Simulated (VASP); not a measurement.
# AlN (P6_3/mmc) in VASP: notebook, part 2 of 2

VASP 6.6.1. Earlier steps stand in the parts before.

**4. Single point, PBE**

INCAR

```
SYSTEM = AlN
  PREC = Accurate
  ENCUT = 400
  EDIFF = 1E-7
  ISMEAR = 0
  SIGMA = 0.02
  LREAL = .False.
  LASPH = .True.
  NELM = 100
  ALGO = Normal
  ISIF = 2
  LWAVE = .False.
  LCHARG = .False.
  GGA = PE
  NBANDS = 16
```

KPOINTS

```
regular mesh
0
Gamma
  4 4 3
  0 0 0
```

POSCAR

```
AlN
1.0
    3.3121157418      0.0000000000      0.0000000000
   -1.6560578709      2.8683763727      0.0000000000
    0.0000000000      0.0000000000      4.1875630000
Al N
2 2
Direct
    0.6666666667      0.3333333333      0.2500000000
    0.3333333333      0.6666666667      0.7500000000
    0.6666666667      0.3333333333      0.7500000000
    0.3333333333      0.6666666667      0.2500000000
```

Potentials or basis: VASP PAW PBE potentials, release 64 (Al_GW, N_GW).

The run is started by

```console
$ cat potpaw_PBE.64/Al_GW/POTCAR potpaw_PBE.64/N_GW/POTCAR > POTCAR
$ mpirun -np 1 vasp_std > vasp.out
```

OUTCAR:

```text
SYSTEM = AlN
   PREC = Accurate
   ENCUT = 400
   EDIFF = 1E-7
   ISMEAR = 0
   LREAL = .False.
   LASPH = .True.
   NELM = 100
   ISIF = 2
   GGA = PE

 ion  position               nearest neighbor table
   1  0.667  0.333  0.250-   4 1.91   4 1.91   4 1.91   3 2.09   3 2.09
   2  0.333  0.667  0.750-   3 1.91   3 1.91   3 1.91   4 2.09   4 2.09
   3  0.667  0.333  0.750-   2 1.91   2 1.91   2 1.91   1 2.09   1 2.09
   4  0.333  0.667  0.250-   1 1.91   1 1.91   1 1.91   2 2.09   2 2.09

  LATTYP: Found a hexagonal cell.
 ALAT       =     3.3121157418
 C/A-ratio  =     1.2643166261

  Lattice vectors:

 A1 = (   3.3121157418,   0.0000000000,   0.0000000000)
 A2 = (  -1.6560578709,   2.8683763727,   0.0000000000)
 A3 = (   0.0000000000,   0.0000000000,   4.1875630000)

Analysis of symmetry for initial positions (statically):
=====================================================================
 Subroutine PRICEL returns:
 Original cell was already a primitive cell.

 Routine SETGRP: Setting up the symmetry group for a
 hexagonal supercell.

 Subroutine GETGRP returns: Found 24 space group operations
 (whereof 12 operations were pure point group operations)
 out of a pool of 24 trial point group operations.

The static configuration has the point symmetry D_3d.
 The point group associated with its full space group is D_6h.

Analysis of symmetry for dynamics (positions and initial velocities):
=====================================================================
 Subroutine PRICEL returns:
 Original cell was already a primitive cell.

 Routine SETGRP: Setting up the symmetry group for a
 hexagonal supercell.

 Subroutine GETGRP returns: Found 24 space group operations
 (whereof 12 operations were pure point group operations)
 out of a pool of 24 trial point group operations.

The dynamic configuration has the point symmetry D_3d.
 The point group associated with its full space group is D_6h.

 Subroutine INISYM returns: Found 24 space group operations
 (whereof 12 operations are pure point group operations),
 and found     1 'primitive' translations

----------------------------------------------------------------------------------------

                                     Primitive cell

  volume of cell :      39.7835

  direct lattice vectors                    reciprocal lattice vectors
     3.312115742  0.000000000  0.000000000     0.301921816  0.174314642  0.000000000
    -1.656057871  2.868376373  0.000000000     0.000000000  0.348629284  0.000000000
     0.000000000  0.000000000  4.187563000     0.000000000  0.000000000  0.238802377

  length of vectors
     3.312115742  3.312115742  4.187563000     0.348629284  0.348629284  0.238802377

  position of ions in fractional coordinates (direct lattice)
     0.666666667  0.333333333  0.250000000
     0.333333333  0.666666667  0.750000000
     0.666666667  0.333333333  0.750000000
     0.333333333  0.666666667  0.250000000

  ion indices of the primitive-cell ions
   primitive index   ion index
                 1           1
                 2           2
                 3           3
                 4           4

----------------------------------------------------------------------------------------

 KPOINTS: regular mesh

[... 25 lines left out ...]
  0.250000  0.000000  0.000000      6.000000
  0.500000  0.000000  0.000000      3.000000
  0.250000  0.250000  0.000000      6.000000
  0.000000  0.000000  0.333333      2.000000
  0.250000  0.000000  0.333333     12.000000
  0.500000  0.000000  0.333333      6.000000
  0.250000  0.250000  0.333333     12.000000
   k-points           NKPTS =      8   k-points in BZ     NKDIM =      8   number of bands    NBANDS=     16
   number of dos      NEDOS =    301   number of ions     NIONS =      4
   total plane-waves  NPLWV =  16128
   dimension x,y,z NGX =    24 NGY =   24 NGZ =   28
   dimension x,y,z NGXF=    48 NGYF=   48 NGZF=   56
   ions per type =               2   2
   NGX,Y,Z   is equivalent  to a cutoff of  12.05, 12.05, 11.12 a.u.
   NGXF,Y,Z  is equivalent  to a cutoff of  24.09, 24.09, 22.23 a.u.
 SYSTEM =  AlN
   PREC   = accura    normal or accurate (medium, high low for compatibility)
   ISTART =      0    job   : 0-new  1-cont  2-samecut
   ICHARG =      2    charge: 1-file 2-atom 10-const
   ISPIN  =      1    spin polarized calculation?
   LNONCOLLINEAR =      F non collinear calculations
   LSORBIT =      F    spin-orbit coupling
   LASPH  =      T    aspherical Exc in radial PAW
   ENCUT  =  400.0 eV  29.40 Ry    5.42 a.u.   5.40  5.40  6.83*2*pi/ulx,y,z
   NELM   =    100;   NELMIN=  2; NELMDL= -5     # of ELM steps
   EDIFF  = 0.1E-06   stopping-criterion for ELM
   LREAL  =      F    real-space projection
   EDIFFG = 0.1E-05   stopping-criterion for IOM
   NSW    =      0    number of steps for IOM
   IBRION =     -1    ionic relax: 0-MD 1-quasi-New 2-CG
   NFREE  =      0    steps in history (QN), initial steepest desc. (CG)
   ISIF   =      2    stress and relaxation
   ISYM   =      2    0-nonsym 1-usesym 2-fastsym
   POTIM  = 0.5000    time-step for ionic-motion
   TEBEG  =    0.0;   TEEND  =   0.0 temperature during run
   PSTRESS=    0.0 pullay stress
   NELECT =      16.0000    total number of electrons
   NUPDOWN=      -1.0000    fix difference up-down
   EMIN   =  10.00;   EMAX   =-10.00  energy-range for DOS
   EFERMI =   0.00;   METHOD = LEGACY
   ISMEAR =     0;   SIGMA  =   0.02  broadening in eV -4-tet -1-fermi 0-gaus
   EFERMI_NEDOS =   21; number of points for ismear=-14 and -15
   IALGO  =     38    algorithm
   IMIX   =      4    mixing-type and parameters
     AMIX     =   0.40;   BMIX     =  1.00
     AMIX_MAG =   1.60;   BMIX_MAG =  1.00
  volume/ion in A,a.u.               =       9.95        67.12
  Fermi-wavevector in a.u.,A,eV,Ry     =   1.208409  2.283561 19.867927  1.460251
  Thomas-Fermi vector in A             =   2.344017
   LORBIT       =      0    0 simple, 1 ext, 2 COOP (PROOUT), +10 PAW based schemes
   GGA     = PE    functional components
   LHFCALC =     F    Hartree Fock is set to
   AEXX    =    0.0000 exact exchange contribution
   IVDW    =     0    specifies the selected vdW correction
   LEPSILON=     F    determine dielectric tensor
   LRPA    =     F    only Hartree local field effects (RPA)
 non-spin polarized calculation
 Gauss-broadening in eV      SIGMA  =   0.02
  energy-cutoff  :      400.00
  volume of cell :       39.78
 maximum number of plane-waves:       745
 NGX is ok and might be reduce to    24
   NGX = 11   NGY = 11   NGZ = 13

 number of electron      15.9999985 magnetization

 Free energy of the ion-electron system (eV)
  ---------------------------------------------------
  ext. energy  EPLUGINS =         0.00000000
  ---------------------------------------------------
  free energy    TOTEN  =       -29.26864419 eV

  energy without entropy =      -29.26864419  energy(sigma->0) =      -29.26864419

 E-fermi :   6.9945     XC(G=0): -11.1596

 val. band max:        6.8908913884   @ k =   0.0000   0.0000   0.0000
 cond. band min:      10.1414962821   @ k =   0.0000   0.0000   0.0000
 fundamental gap:      3.2506048938
 Fermi energy:         6.9944678442

 k-point     1 :       0.0000    0.0000    0.0000
  band No.  band energies     occupation
      1      -9.9083      2.00000
      2      -6.2875      2.00000
      3       0.0238      2.00000
      4       3.6203      2.00000
      5       3.6203      2.00000
      6       5.2885      2.00000
[... 129 lines left out ...]
      3       0.1146      2.00000
      4       0.5879      2.00000
      5       1.8096      2.00000
      6       3.3415      2.00000
[... 8 lines left out ...]
     15      18.6423      0.00000
     16      19.5784      0.00000

------------------------ aborting loop because EDIFF is reached ----------------------------------------

  FORCE on cell =-STRESS in cart. coord.  units (eV):
  Direction    XX          YY          ZZ          XY          YZ          ZX
  --------------------------------------------------------------------------------------
  -------------------------------------------------------------------------------------
  Total       -1.5883801     -1.5883801     -1.7059025      0.0000000      0.0000000      0.0000000
  in kB      -63.9678890    -63.9678890    -68.7007989      0.0000000      0.0000000      0.0000000
  external PRESSURE =     -65.5455256 kB  Pullay stress =       0.0000000 kB

 VOLUME and BASIS-vectors are now :
 -----------------------------------------------------------------------------
  energy-cutoff  :      400.00
  volume of cell :       39.78
      direct lattice vectors                 reciprocal lattice vectors
     3.312115742  0.000000000  0.000000000     0.301921816  0.174314642  0.000000000
    -1.656057871  2.868376373  0.000000000     0.000000000  0.348629284  0.000000000
     0.000000000  0.000000000  4.187563000     0.000000000  0.000000000  0.238802377

 POSITION                                       TOTAL-FORCE (eV/Angst)
 -----------------------------------------------------------------------------------
      1.65606      0.95613      1.04689         0.000000      0.000000      0.000000
     -0.00000      1.91225      3.14067        -0.000000      0.000000      0.000000
      1.65606      0.95613      3.14067         0.000000     -0.000000      0.000000
     -0.00000      1.91225      1.04689        -0.000000      0.000000      0.000000
 -----------------------------------------------------------------------------------
    total drift:                               -0.000000     -0.000000     -0.000000

  FREE ENERGIE OF THE ION-ELECTRON SYSTEM (eV)
  ---------------------------------------------------
  free  energy   TOTEN  =       -29.2686441905 eV

  energy  without entropy=      -29.2686441905  energy(sigma->0) =      -29.26864419
```

OSZICAR:

```text
N       E                     dE             d eps       ncg     rms          rms(c)
DAV:   1     0.456394376539E+02    0.45639E+02   -0.62257E+03   256   0.741E+02
DAV:   2    -0.303904424110E+02   -0.76030E+02   -0.68942E+02   400   0.211E+02
DAV:   3    -0.336852951358E+02   -0.32949E+01   -0.32803E+01   336   0.403E+01
DAV:   4    -0.337138690498E+02   -0.28574E-01   -0.28570E-01   320   0.473E+00
DAV:   5    -0.337145918702E+02   -0.72282E-03   -0.72281E-03   328   0.690E-01    0.115E+01
DAV:   6    -0.293126497644E+02    0.44019E+01   -0.91529E+00   336   0.282E+01    0.283E+00
DAV:   7    -0.292888953432E+02    0.23754E-01   -0.57933E-01   280   0.490E+00    0.200E+00
DAV:   8    -0.292741236092E+02    0.14772E-01   -0.79768E-02   256   0.382E+00    0.578E-01
DAV:   9    -0.292682982248E+02    0.58254E-02   -0.16685E-02   352   0.144E+00    0.918E-02
DAV:  10    -0.292686639974E+02   -0.36577E-03   -0.12112E-03   272   0.253E-01    0.625E-02
DAV:  11    -0.292686440079E+02    0.19990E-04   -0.99713E-05   336   0.113E-01    0.148E-02
DAV:  12    -0.292686443591E+02   -0.35127E-06   -0.97805E-06   296   0.273E-02    0.310E-03
DAV:  13    -0.292686441868E+02    0.17237E-06   -0.13119E-06   384   0.105E-02    0.128E-03
DAV:  14    -0.292686441905E+02   -0.37610E-08   -0.76918E-08   176   0.293E-03
   1 F= -.29268644E+02 E0= -.29268644E+02  d E =-.528867E-15
```

Run time: 6.9 s. Hardware: 1 thread of Intel Xeon Platinum 8375C at 2.90GHz (Ice Lake), shared host; peak memory 0.13 GiB.

The run converged, but a check on its numbers failed (symmetry, net force, bounds or a known fault of this set-up), so they aren't taken as properties of the crystal.

Caveat: the k mesh is coarse (spacing up to 0.55 Å⁻¹), so the values aren't converged; the cutoff lies under the usual one of these potentials, so the numbers hold a large basis-set error.

**5. Single point, PBE**

INCAR

```
SYSTEM = AlN
PREC = Accurate
ENCUT = 550
EDIFF = 1E-6
ISMEAR = 0
SIGMA = 0.02
LREAL = .FALSE.
LASPH = .TRUE.
NELM = 80
ALGO = Normal
ISIF = 2
LWAVE = .FALSE.
LCHARG = .FALSE.
GGA = PE
```

KPOINTS

```
regular mesh
0
G
  9 9 7
  0 0 0
```

POSCAR

```
AlN
1.0
    3.3121157418      0.0000000000      0.0000000000
   -1.6560578709      2.8683763727      0.0000000000
    0.0000000000      0.0000000000      4.1875630000
Al N
2 2
Cartesian
    1.6560578711      0.9561254575      1.0468907500
   -0.0000000002      1.9122509152      3.1406722500
    1.6560578711      0.9561254575      3.1406722500
   -0.0000000002      1.9122509152      1.0468907500
```

Potentials or basis: VASP PAW PBE potentials, release 64 (Al_GW, N_GW).

The run is started by

```console
$ cat potpaw_PBE.64/Al_GW/POTCAR potpaw_PBE.64/N_GW/POTCAR > POTCAR
$ mpirun -np 1 vasp_std > vasp.out
```

OUTCAR:

```text
SYSTEM = AlN
   PREC = Accurate
   ENCUT = 550
   EDIFF = 1E-6
   ISMEAR = 0
   LREAL = .FALSE.
   LASPH = .TRUE.
   NELM = 80
   ISIF = 2
   GGA = PE

 ion  position               nearest neighbor table
   1  0.667  0.333  0.250-   4 1.91   4 1.91   4 1.91   3 2.09   3 2.09
   2  0.333  0.667  0.750-   3 1.91   3 1.91   3 1.91   4 2.09   4 2.09
   3  0.667  0.333  0.750-   2 1.91   2 1.91   2 1.91   1 2.09   1 2.09
   4  0.333  0.667  0.250-   1 1.91   1 1.91   1 1.91   2 2.09   2 2.09

  LATTYP: Found a hexagonal cell.
 ALAT       =     3.3121157418
 C/A-ratio  =     1.2643166261

  Lattice vectors:

 A1 = (   3.3121157418,   0.0000000000,   0.0000000000)
 A2 = (  -1.6560578709,   2.8683763727,   0.0000000000)
 A3 = (   0.0000000000,   0.0000000000,   4.1875630000)

Analysis of symmetry for initial positions (statically):
=====================================================================
 Subroutine PRICEL returns:
 Original cell was already a primitive cell.

 Routine SETGRP: Setting up the symmetry group for a
 hexagonal supercell.

 Subroutine GETGRP returns: Found 24 space group operations
 (whereof 12 operations were pure point group operations)
 out of a pool of 24 trial point group operations.

The static configuration has the point symmetry D_3d.
 The point group associated with its full space group is D_6h.

Analysis of symmetry for dynamics (positions and initial velocities):
=====================================================================
 Subroutine PRICEL returns:
 Original cell was already a primitive cell.

 Routine SETGRP: Setting up the symmetry group for a
 hexagonal supercell.

 Subroutine GETGRP returns: Found 24 space group operations
 (whereof 12 operations were pure point group operations)
 out of a pool of 24 trial point group operations.

The dynamic configuration has the point symmetry D_3d.
 The point group associated with its full space group is D_6h.

 Subroutine INISYM returns: Found 24 space group operations
[... 134 lines left out ...]
  energy-cutoff  :      550.00
  volume of cell :       39.78
 maximum number of plane-waves:      1193
 NGX is ok and might be reduce to    28
   NGX = 13   NGY = 13   NGZ = 17

 number of electron      16.0000001 magnetization

 Free energy of the ion-electron system (eV)
  ---------------------------------------------------
  ext. energy  EPLUGINS =         0.00000000
  ---------------------------------------------------
  free energy    TOTEN  =       -29.39087022 eV

  energy without entropy =      -29.39087022  energy(sigma->0) =      -29.39087022

 E-fermi :   6.9787     XC(G=0): -11.1609

 val. band max:        6.8759221854   @ k =   0.0000   0.0000   0.0000
 cond. band min:      10.1455987348   @ k =   0.0000   0.0000   0.0000
 fundamental gap:      3.2696765493
 Fermi energy:         6.9787320614

 k-point     1 :       0.0000    0.0000    0.0000
  band No.  band energies     occupation
      1      -9.9086      2.00000
      2      -6.2856      2.00000
      3       0.0089      2.00000
      4       3.6094      2.00000
      5       3.6094      2.00000
      6       5.2697      2.00000
      7       5.2697      2.00000
      8       6.8759      2.00000
      9      10.1456      0.00000
     10      11.2809      0.00000
     11      15.1148      0.00000
     12      15.1148      0.00000
[... 331 lines left out ...]
 k-point    24 :       0.3333    0.3333    0.1429
  band No.  band energies     occupation
      1      -7.3412      2.00000
      2      -7.3412      2.00000
      3       0.3166      2.00000
      4       1.4870      2.00000
      5       1.4870      2.00000
      6       3.9781      2.00000
      7       4.0865      2.00000
      8       4.0865      2.00000
      9      12.5275      0.00000
     10      13.1448      0.00000
     11      15.6189      0.00000
     12      15.6189      0.00000

 [... further k-points ...]

------------------------ aborting loop because EDIFF is reached ----------------------------------------

  FORCE on cell =-STRESS in cart. coord.  units (eV):
  Direction    XX          YY          ZZ          XY          YZ          ZX
  --------------------------------------------------------------------------------------
  -------------------------------------------------------------------------------------
  Total       -0.1002587     -0.1002587     -0.1254891      0.0000000      0.0000000      0.0000000
  in kB       -4.0376610     -4.0376610     -5.0537490      0.0000000      0.0000000      0.0000000
  external PRESSURE =      -4.3763570 kB  Pullay stress =       0.0000000 kB

 VOLUME and BASIS-vectors are now :
 -----------------------------------------------------------------------------
  energy-cutoff  :      550.00
  volume of cell :       39.78
      direct lattice vectors                 reciprocal lattice vectors
     3.312115742  0.000000000  0.000000000     0.301921816  0.174314642  0.000000000
    -1.656057871  2.868376373  0.000000000     0.000000000  0.348629284  0.000000000
     0.000000000  0.000000000  4.187563000     0.000000000  0.000000000  0.238802377

 POSITION                                       TOTAL-FORCE (eV/Angst)
 -----------------------------------------------------------------------------------
      1.65606      0.95613      1.04689        -0.000000     -0.000000      0.000000
     -0.00000      1.91225      3.14067         0.000000      0.000000      0.000000
      1.65606      0.95613      3.14067         0.000000      0.000000      0.000000
     -0.00000      1.91225      1.04689        -0.000000      0.000000      0.000000
 -----------------------------------------------------------------------------------
    total drift:                               -0.000000      0.000000     -0.000000

  FREE ENERGIE OF THE ION-ELECTRON SYSTEM (eV)
  ---------------------------------------------------
  free  energy   TOTEN  =       -29.3908702244 eV

  energy  without entropy=      -29.3908702244  energy(sigma->0) =      -29.39087022
```

stdout:

```text
POSCAR found type information on POSCAR AlN
 POSCAR found :  2 types and       4 ions
 scaLAPACK will be used
 LDA part: xc-table for (Slater+PW92), standard interpolation
 POSCAR, INCAR and KPOINTS ok, starting setup
 FFT: planning ... GRIDC
 FFT: planning ... GRID_SOFT
 FFT: planning ... GRID
 WAVECAR not read
 entering main loop
```

Run time: 29 s. Hardware: 1 thread of Intel Xeon Platinum 8488C (Sapphire Rapids), shared host; peak memory 0.17 GiB.

What came out:

| Property | Result |
| --- | --- |
| Free energy | -29.3909 eV |
| Pressure | -0.4 GPa |
| Band gap on the k mesh | 3.27 eV, direct |

Stress tensor (GPa, compression positive):
```
-0.40  0.00  0.00
 0.00 -0.40  0.00
 0.00  0.00 -0.51
```

Caveat: an odd mesh through Γ misses points on the zone boundary, where band edges often lie.

**6. For comparison**

An earlier run on the cell as given: functional PBE; potentials or basis VASP PAW PBE potentials, release 64 (Al, N); cutoff 520 eV; k mesh 9 × 9 × 7; occupations fermi-dirac, width 0.05 eV; no spin polarisation.

* Pressure: 0.0 GPa
* Band gap on the k mesh: 3.27 eV, direct

**7. Summary**

```csv
potentials or basis,k mesh,cutoff (eV),smearing,mesh quality,gap on the mesh (eV),pressure (GPa)
"VASP PAW PBE potentials, release 64 (Al_GW, N_GW)",5 × 5 × 4,450,gaussian 0.02 eV,coarse,3.26,-
"VASP PAW PBE potentials, release 64 (Al_GW, N_GW)",9 × 9 × 7,550,gaussian 0.02 eV,not flagged,3.27,-0.4
"VASP PAW PBE potentials, release 64 (Al, N)",9 × 9 × 7,520,fermi-dirac 0.05 eV,not flagged,3.27,0.0
```

Alike in all rows: task single point; level PBE; no spin polarisation; cell as given.

Caveats: some runs use coarse meshes; an odd mesh through Γ misses points on the zone boundary, where band edges often lie (some runs); the cutoff is under 1.25 times the usual one of these potentials, so pressure, stress and relaxed cells hold a basis-set (Pulay) error (some runs).

Total energies depend on the potentials used, so only differences within one code and one set of settings carry meaning.
